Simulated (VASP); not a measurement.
# BAs (F-43m) in VASP: notebook

The runs below take BAs through relaxation of cell and atoms, with PBEsol, PBE+D3(BJ).

All numbers are computed with VASP 6.6.1; they aren't measurements. Logs are shortened: lines on timing, memory, paths and dates and some standing lists are left out, and cuts for length are marked.

## Step 1: Starting point

Symmetry: F-43m, No. 216, cubic system. The conventional cell has a = 4.777 Å, b = 4.777 Å, c = 4.777 Å, α = 90.00°, β = 90.00°, γ = 90.00°. Around B (site symmetry -43m) lie 4 As at 2.07 Å. Around As (site symmetry -43m) lie 4 B at 2.07 Å.

## Step 2: Relaxation of cell and atoms, PBEsol

Input file INCAR:

```
  PREC = Accurate
  ENCUT = 600
  EDIFF = 1E-6
  ISMEAR = 0
  SIGMA = 0.03
  LREAL = False
  LASPH = True
  NELM = 80
  ALGO = Normal
  ISIF = 3
  LWAVE = False
  LCHARG = False
  GGA = PS
  IBRION = 2
  NSW = 90
  EDIFFG = -0.01
  KPAR = 4
```

Input file KPOINTS:

```
Automatic mesh
0
Gamma
  10 10 10
```

Input file POSCAR:

```
BAs
1.0
    0.0000000000      2.3885000000      2.3885000000
    2.3885000000      0.0000000000      2.3885000000
    2.3885000000      2.3885000000      0.0000000000
B As
1 1
Direct
    0.0000000000      0.0000000000      0.0000000000
    0.2500000000      0.2500000000      0.2500000000
```

Potentials or basis: VASP PAW PBE potentials, release 64 (B, As).

Launch:

```sh
$ cat potpaw_PBE.64/B/POTCAR potpaw_PBE.64/As/POTCAR > POTCAR
$ mpirun -np 4 vasp_std > vasp.out
```

OUTCAR:

```text
PREC = Accurate
   ENCUT = 600
   EDIFF = 1E-6
   ISMEAR = 0
   LREAL = False
   LASPH = True
   NELM = 80
   ISIF = 3
   GGA = PS
   IBRION = 2
   NSW = 90
   EDIFFG = -0.01

 ion  position               nearest neighbor table
   1  0.000  0.000  0.000-   2 2.07   2 2.07   2 2.07   2 2.07
   2  0.250  0.250  0.250-   1 2.07   1 2.07   1 2.07   1 2.07

  LATTYP: Found a face centered cubic cell.
 ALAT       =     4.7770000000

  Lattice vectors:

 A1 = (   0.0000000000,   2.3885000000,   2.3885000000)
 A2 = (   2.3885000000,   0.0000000000,   2.3885000000)
 A3 = (   2.3885000000,   2.3885000000,   0.0000000000)

Analysis of symmetry for initial positions (statically):
=====================================================================
 Subroutine PRICEL returns:
 Original cell was already a primitive cell.

 Routine SETGRP: Setting up the symmetry group for a
 face centered cubic supercell.

 Subroutine GETGRP returns: Found 24 space group operations
 (whereof 24 operations were pure point group operations)
 out of a pool of 48 trial point group operations.

The static configuration has the point symmetry T_d .

Analysis of symmetry for dynamics (positions and initial velocities):
=====================================================================
 Subroutine PRICEL returns:
 Original cell was already a primitive cell.

 Routine SETGRP: Setting up the symmetry group for a
 face centered cubic supercell.

 Subroutine GETGRP returns: Found 24 space group operations
 (whereof 24 operations were pure point group operations)
 out of a pool of 48 trial point group operations.

The dynamic configuration has the point symmetry T_d .

 Subroutine INISYM returns: Found 24 space group operations
 (whereof 24 operations are pure point group operations),
 and found     1 'primitive' translations

----------------------------------------------------------------------------------------

                                     Primitive cell

  volume of cell :      27.2525

  direct lattice vectors                    reciprocal lattice vectors
     0.000000000  2.388500000  2.388500000    -0.209336404  0.209336404  0.209336404
     2.388500000  0.000000000  2.388500000     0.209336404 -0.209336404  0.209336404
     2.388500000  2.388500000  0.000000000     0.209336404  0.209336404 -0.209336404

  length of vectors
[... 80 lines left out ...]
   ENCUT  =  600.0 eV  44.10 Ry    6.64 a.u.   6.75  6.75  6.75*2*pi/ulx,y,z
   NELM   =     80;   NELMIN=  2; NELMDL= -5     # of ELM steps
   EDIFF  = 0.1E-05   stopping-criterion for ELM
   LREAL  =      F    real-space projection
   EDIFFG = -.1E-01   stopping-criterion for IOM
   NSW    =     90    number of steps for IOM
   IBRION =      2    ionic relax: 0-MD 1-quasi-New 2-CG
   NFREE  =      1    steps in history (QN), initial steepest desc. (CG)
   ISIF   =      3    stress and relaxation
   ISYM   =      2    0-nonsym 1-usesym 2-fastsym
   POTIM  = 0.5000    time-step for ionic-motion
   TEBEG  =    0.0;   TEEND  =   0.0 temperature during run
   PSTRESS=    0.0 pullay stress
   NELECT =       8.0000    total number of electrons
   NUPDOWN=      -1.0000    fix difference up-down
   EMIN   =  10.00;   EMAX   =-10.00  energy-range for DOS
   EFERMI =   0.00;   METHOD = LEGACY
   ISMEAR =     0;   SIGMA  =   0.03  broadening in eV -4-tet -1-fermi 0-gaus
   EFERMI_NEDOS =   21; number of points for ismear=-14 and -15
   IALGO  =     38    algorithm
   IMIX   =      4    mixing-type and parameters
     AMIX     =   0.40;   BMIX     =  1.00
     AMIX_MAG =   1.60;   BMIX_MAG =  1.00
  volume/ion in A,a.u.               =      13.63        91.95
  Fermi-wavevector in a.u.,A,eV,Ry     =   1.088018  2.056057 16.106360  1.183784
  Thomas-Fermi vector in A             =   2.224191
   LORBIT       =      0    0 simple, 1 ext, 2 COOP (PROOUT), +10 PAW based schemes
   GGA     = PS    functional components
   LHFCALC =     F    Hartree Fock is set to
   AEXX    =    0.0000 exact exchange contribution
   IVDW    =     0    specifies the selected vdW correction
   LEPSILON=     F    determine dielectric tensor
   LRPA    =     F    only Hartree local field effects (RPA)
 conjugate gradient relaxation of ions
 non-spin polarized calculation
 Gauss-broadening in eV      SIGMA  =   0.03
  energy-cutoff  :      600.00
  volume of cell :       27.25
 maximum number of plane-waves:       941
   NGX = 13   NGY = 13   NGZ = 13

 number of electron       8.0000000 magnetization

 Free energy of the ion-electron system (eV)
  ---------------------------------------------------
  ext. energy  EPLUGINS =         0.00000000
  ---------------------------------------------------
  free energy    TOTEN  =       -12.20477750 eV

  energy without entropy =      -12.20477750  energy(sigma->0) =      -12.20477750

 E-fermi :   6.2573     XC(G=0): -10.7310

 val. band max:        6.0435011420   @ k =   0.0000   0.0000   0.0000
 cond. band min:       7.1198265839   @ k =   0.4000   0.4000   0.0000
 fundamental gap:      1.0763254419
 Fermi energy:         6.2572949500

 k-point     1 :       0.0000    0.0000    0.0000
  band No.  band energies     occupation
      1      -9.3931      2.00000
      2       6.0435      2.00000
      3       6.0435      2.00000
      4       6.0435      2.00000
      5       9.2834      0.00000
      6       9.2834      0.00000
      7       9.2834      0.00000
      8      10.7256      0.00000
[... 243 lines left out ...]
 k-point    24 :       0.4000    0.3000    0.0000
  band No.  band energies     occupation
      1      -6.7432      2.00000
      2      -0.4168      2.00000
      3       2.0341      2.00000
      4       2.5345      2.00000
      5       7.6502      0.00000
      6       9.3358      0.00000
      7      14.8455      0.00000
      8      15.0845      0.00000

 [... further k-points ...]
[... 5 lines left out ...]
  --------------------------------------------------------------------------------------
  -------------------------------------------------------------------------------------
  Total        0.0088480      0.0088480      0.0088480     -0.0000000      0.0000000     -0.0000000
  in kB        0.5201745      0.5201745      0.5201745     -0.0000000      0.0000000     -0.0000000
  external PRESSURE =       0.5201745 kB  Pullay stress =       0.0000000 kB

 VOLUME and BASIS-vectors are now :
 -----------------------------------------------------------------------------
  energy-cutoff  :      600.00
  volume of cell :       27.25
      direct lattice vectors                 reciprocal lattice vectors
     0.000000000  2.388500000  2.388500000    -0.209336404  0.209336404  0.209336404
     2.388500000  0.000000000  2.388500000     0.209336404 -0.209336404  0.209336404
     2.388500000  2.388500000  0.000000000     0.209336404  0.209336404 -0.209336404

 POSITION                                       TOTAL-FORCE (eV/Angst)
 -----------------------------------------------------------------------------------
      0.00000      0.00000      0.00000         0.000000      0.000000      0.000000
      1.19425      1.19425      1.19425        -0.000000     -0.000000     -0.000000
 -----------------------------------------------------------------------------------
    total drift:                               -0.000000     -0.000000     -0.000000

  FREE ENERGIE OF THE ION-ELECTRON SYSTEM (eV)
  ---------------------------------------------------
  free  energy   TOTEN  =       -12.2047774986 eV

  energy  without entropy=      -12.2047774986  energy(sigma->0) =      -12.20477750

 reached required accuracy - stopping structural energy minimisation
```

OSZICAR:

```text
N       E                     dE             d eps       ncg     rms          rms(c)
DAV:   1     0.125436129808E+02    0.12544E+02   -0.42056E+03   752   0.980E+02
DAV:   2    -0.124866728253E+02   -0.25030E+02   -0.24405E+02  1096   0.112E+02
DAV:   3    -0.128122556614E+02   -0.32558E+00   -0.32558E+00   872   0.171E+01
DAV:   4    -0.128127198722E+02   -0.46421E-03   -0.46421E-03  1144   0.675E-01
DAV:   5    -0.128127200231E+02   -0.15097E-06   -0.15095E-06   888   0.791E-03    0.484E+00
DAV:   6    -0.122827930805E+02    0.52993E+00   -0.15757E+00   768   0.639E+00    0.244E+00
DAV:   7    -0.122138761447E+02    0.68917E-01   -0.20215E-01  1064   0.266E+00    0.900E-01
DAV:   8    -0.122045813103E+02    0.92948E-02   -0.20537E-02   816   0.950E-01    0.109E-01
DAV:   9    -0.122047105163E+02   -0.12921E-03   -0.49942E-04   960   0.187E-01    0.587E-02
DAV:  10    -0.122047753613E+02   -0.64845E-04   -0.13482E-04   784   0.794E-02    0.137E-02
DAV:  11    -0.122047778384E+02   -0.24771E-05   -0.37929E-06  1136   0.172E-02    0.122E-02
DAV:  12    -0.122047774986E+02    0.33982E-06   -0.11419E-06   400   0.677E-03
   1 F= -.12204777E+02 E0= -.12204777E+02  d E =-.122048E+02
```

It took 6.3 s on 4 MPI ranks of AMD EPYC 7R13 (Zen 3), shared host; peak memory 0.13 GiB.

What came out:

- Free energy: -12.2048 eV
- Pressure after relaxing: 0.1 GPa
- Band gap on the k mesh: 1.08 eV, indirect (least direct gap 3.24 eV)

Final structure:
```
CELL_PARAMETERS angstrom
0.00000 2.38850 2.38850
2.38850 0.00000 2.38850
2.38850 2.38850 0.00000
ATOMIC_POSITIONS crystal
B 0.00000 0.00000 0.00000
As 0.25000 0.25000 0.25000
```

Caveat: the relaxation stopped at its first step, so nothing moved; the PAW data sets were made with another functional, which shifts forces and pressure a little. A hybrid or GW would open this gap; PBEsol tends to underestimate it.

## Step 3: Relaxation of cell and atoms, PBEsol

INCAR, as its differences from that of step 2:

```diff
@@ -2,3 +2,3 @@
   ENCUT = 600
-  EDIFF = 1E-6
+  EDIFF = 1E-7
   ISMEAR = 0
@@ -15,3 +15,3 @@
   NSW = 90
-  EDIFFG = -0.01
+  EDIFFG = -0.005
   KPAR = 4
```

KPOINTS is that of step 2.

Input file POSCAR:

```
BAs                                     
1.0
    0.0000000000      2.3885000000      2.3885000000
    2.3885000000      0.0000000000      2.3885000000
    2.3885000000      2.3885000000      0.0000000000
  B               As            
     1     1
Direct
     0.0000000000000000    0.0000000000000000    0.0000000000000000
     0.2500000000000000    0.2500000000000000    0.2500000000000000
```

Potentials or basis: VASP PAW PBE potentials, release 64 (B, As).

Launch:

```sh
$ cat potpaw_PBE.64/B/POTCAR potpaw_PBE.64/As/POTCAR > POTCAR
$ mpirun -np 4 vasp_std > vasp.out
```

OUTCAR:

```text
PREC = Accurate
   ENCUT = 600
   EDIFF = 1E-7
   ISMEAR = 0
   LREAL = False
   LASPH = True
   NELM = 80
   ISIF = 3
   GGA = PS
   IBRION = 2
   NSW = 90
   EDIFFG = -0.005

 ion  position               nearest neighbor table
   1  0.000  0.000  0.000-   2 2.07   2 2.07   2 2.07   2 2.07
   2  0.250  0.250  0.250-   1 2.07   1 2.07   1 2.07   1 2.07

  LATTYP: Found a face centered cubic cell.
 ALAT       =     4.7770000000

  Lattice vectors:

 A1 = (   0.0000000000,   2.3885000000,   2.3885000000)
 A2 = (   2.3885000000,   0.0000000000,   2.3885000000)
 A3 = (   2.3885000000,   2.3885000000,   0.0000000000)

Analysis of symmetry for initial positions (statically):
=====================================================================
 Subroutine PRICEL returns:
 Original cell was already a primitive cell.

 Routine SETGRP: Setting up the symmetry group for a
 face centered cubic supercell.

 Subroutine GETGRP returns: Found 24 space group operations
 (whereof 24 operations were pure point group operations)
 out of a pool of 48 trial point group operations.

The static configuration has the point symmetry T_d .

Analysis of symmetry for dynamics (positions and initial velocities):
=====================================================================
 Subroutine PRICEL returns:
 Original cell was already a primitive cell.

 Routine SETGRP: Setting up the symmetry group for a
 face centered cubic supercell.

 Subroutine GETGRP returns: Found 24 space group operations
 (whereof 24 operations were pure point group operations)
 out of a pool of 48 trial point group operations.

The dynamic configuration has the point symmetry T_d .

 Subroutine INISYM returns: Found 24 space group operations
 (whereof 24 operations are pure point group operations),
 and found     1 'primitive' translations

----------------------------------------------------------------------------------------

                                     Primitive cell

[... 111 lines left out ...]
  volume/ion in A,a.u.               =      13.63        91.95
  Fermi-wavevector in a.u.,A,eV,Ry     =   1.088018  2.056057 16.106360  1.183784
  Thomas-Fermi vector in A             =   2.224191
   LORBIT       =      0    0 simple, 1 ext, 2 COOP (PROOUT), +10 PAW based schemes
   GGA     = PS    functional components
   LHFCALC =     F    Hartree Fock is set to
   AEXX    =    0.0000 exact exchange contribution
   IVDW    =     0    specifies the selected vdW correction
   LEPSILON=     F    determine dielectric tensor
   LRPA    =     F    only Hartree local field effects (RPA)
 conjugate gradient relaxation of ions
 non-spin polarized calculation
 Gauss-broadening in eV      SIGMA  =   0.03
  energy-cutoff  :      600.00
  volume of cell :       27.25
 maximum number of plane-waves:       941
   NGX = 13   NGY = 13   NGZ = 13

 number of electron       8.0000000 magnetization

 Free energy of the ion-electron system (eV)
  ---------------------------------------------------
  ext. energy  EPLUGINS =         0.00000000
  ---------------------------------------------------
  free energy    TOTEN  =       -12.20477752 eV

  energy without entropy =      -12.20477752  energy(sigma->0) =      -12.20477752

 E-fermi :   6.2573     XC(G=0): -10.7310

 val. band max:        6.0434888077   @ k =   0.0000   0.0000   0.0000
 cond. band min:       7.1198364605   @ k =   0.4000   0.4000   0.0000
 fundamental gap:      1.0763476528
 Fermi energy:         6.2572864170

 k-point     1 :       0.0000    0.0000    0.0000
  band No.  band energies     occupation
      1      -9.3931      2.00000
      2       6.0435      2.00000
      3       6.0435      2.00000
      4       6.0435      2.00000
      5       9.2834      0.00000
      6       9.2834      0.00000
      7       9.2834      0.00000
      8      10.7256      0.00000
[... 243 lines left out ...]
 k-point    24 :       0.4000    0.3000    0.0000
  band No.  band energies     occupation
      1      -6.7432      2.00000
      2      -0.4168      2.00000
      3       2.0340      2.00000
      4       2.5345      2.00000
      5       7.6502      0.00000
      6       9.3358      0.00000
      7      14.8455      0.00000
      8      15.0844      0.00000

 [... further k-points ...]
[... 5 lines left out ...]
  --------------------------------------------------------------------------------------
  -------------------------------------------------------------------------------------
  Total        0.0089441      0.0089441      0.0089441      0.0000000      0.0000000      0.0000000
  in kB        0.5258271      0.5258271      0.5258271      0.0000000      0.0000000      0.0000000
  external PRESSURE =       0.5258271 kB  Pullay stress =       0.0000000 kB

 VOLUME and BASIS-vectors are now :
 -----------------------------------------------------------------------------
  energy-cutoff  :      600.00
  volume of cell :       27.25
      direct lattice vectors                 reciprocal lattice vectors
     0.000000000  2.388500000  2.388500000    -0.209336404  0.209336404  0.209336404
     2.388500000  0.000000000  2.388500000     0.209336404 -0.209336404  0.209336404
     2.388500000  2.388500000  0.000000000     0.209336404  0.209336404 -0.209336404

 POSITION                                       TOTAL-FORCE (eV/Angst)
 -----------------------------------------------------------------------------------
      0.00000      0.00000      0.00000         0.000000     -0.000000      0.000000
      1.19425      1.19425      1.19425        -0.000000      0.000000     -0.000000
 -----------------------------------------------------------------------------------
    total drift:                               -0.000000     -0.000000     -0.000000

  FREE ENERGIE OF THE ION-ELECTRON SYSTEM (eV)
  ---------------------------------------------------
  free  energy   TOTEN  =       -12.2047775230 eV

  energy  without entropy=      -12.2047775230  energy(sigma->0) =      -12.20477752

 reached required accuracy - stopping structural energy minimisation
```

OSZICAR:

```text
N       E                     dE             d eps       ncg     rms          rms(c)
DAV:   1     0.125436129808E+02    0.12544E+02   -0.42056E+03   752   0.980E+02
DAV:   2    -0.124866728253E+02   -0.25030E+02   -0.24405E+02  1096   0.112E+02
DAV:   3    -0.128122556614E+02   -0.32558E+00   -0.32558E+00   872   0.171E+01
DAV:   4    -0.128127198722E+02   -0.46421E-03   -0.46421E-03  1144   0.675E-01
DAV:   5    -0.128127200231E+02   -0.15097E-06   -0.15095E-06   888   0.791E-03    0.484E+00
DAV:   6    -0.122827930805E+02    0.52993E+00   -0.15757E+00   768   0.639E+00    0.244E+00
DAV:   7    -0.122138761447E+02    0.68917E-01   -0.20215E-01  1064   0.266E+00    0.900E-01
DAV:   8    -0.122045813103E+02    0.92948E-02   -0.20537E-02   816   0.950E-01    0.109E-01
DAV:   9    -0.122047105163E+02   -0.12921E-03   -0.49942E-04   960   0.187E-01    0.587E-02
DAV:  10    -0.122047753613E+02   -0.64845E-04   -0.13482E-04   784   0.794E-02    0.137E-02
DAV:  11    -0.122047778384E+02   -0.24771E-05   -0.37929E-06  1136   0.172E-02    0.122E-02
DAV:  12    -0.122047775031E+02    0.33532E-06   -0.11869E-06   824   0.677E-03    0.148E-03
DAV:  13    -0.122047775230E+02   -0.19869E-07   -0.23581E-08   392   0.158E-03
   1 F= -.12204778E+02 E0= -.12204778E+02  d E =-.122048E+02
```

CONTCAR:

```text
BAs
   1.00000000000000
     0.0000000000000000    2.3885000000000001    2.3885000000000001
     2.3885000000000001    0.0000000000000000    2.3885000000000001
     2.3885000000000001    2.3885000000000001    0.0000000000000000
  B               As
     1     1
Direct
     0.0000000000000000    0.0000000000000000    0.0000000000000000
     0.2500000000000000    0.2500000000000000    0.2500000000000000

  0.00000000E+00  0.00000000E+00  0.00000000E+00
  0.00000000E+00  0.00000000E+00  0.00000000E+00
```

It took 7.2 s on 4 MPI ranks of AMD EPYC 7R13 (Zen 3), shared host; peak memory 0.13 GiB.

What came out:

- Free energy: -12.2048 eV
- Pressure after relaxing: 0.1 GPa
- Band gap on the k mesh: 1.08 eV, indirect (least direct gap 3.24 eV)

Final structure:
```cif
data_structure
_symmetry_space_group_name_H-M 'P 1'
_symmetry_Int_Tables_number 1
_cell_length_a 3.3778
_cell_length_b 3.3778
_cell_length_c 3.3778
_cell_angle_alpha 60.000
_cell_angle_beta 60.000
_cell_angle_gamma 60.000
_cell_volume 27.25
loop_
_atom_site_label
_atom_site_type_symbol
_atom_site_fract_x
_atom_site_fract_y
_atom_site_fract_z
_atom_site_occupancy
B1 B 0.00000 0.00000 0.00000 1
As1 As 0.25000 0.25000 0.25000 1
```

Levels at points of the mesh, in eV from the valence-band top:
```csv
k point,band 2,band 3,band 4,band 5,band 6,band 7
"(0.00, 0.00, 0.00)",0.00,0.00,0.00,3.24,3.24,3.24
"(0.50, 0.00, 0.00)",-8.83,-1.83,-1.83,2.65,4.73,4.73
"(0.50, 0.50, 0.00)",-8.53,-4.11,-4.11,1.31,1.34,11.34
```

Caveat: the relaxation stopped at its first step, so nothing moved; the PAW data sets were made with another functional, which shifts forces and pressure a little.

(Part 1 of 3 ends here.)
